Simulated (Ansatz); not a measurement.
CsI (CsCl type), relaxed with LDA (Ansatz, a program for electronic structure, plane waves, PAW): a = b = c = 4.401 Å, α = β = γ = 90.00°.

* **gap (eV)**: 3.80
* **ΔH_f (eV/atom)**: -1.59
* **B₀ by P(V) fit (GPa)**: 17.0

Q: The same phase is relaxed and computed with r²SCAN in the same code. What are the cell and these values now?

A: a = b = c = 4.6108 Å, α = β = γ = 90.00°.

gap (eV): 4.51
ΔH_f (eV/atom): -1.78
B₀ by P(V) fit (GPa): 12.1

All cells were relaxed under the symmetry of their starts (and spin orders); stability against distortions was not tested throughout. Spin–orbit coupling is left out wherever it is not named.

Potentials: the later of the program's two PAW sets.

Ansatz is a plane-wave DFT program.

Formation energies count from the lowest solids of the elements computed at the same level, not from gases.
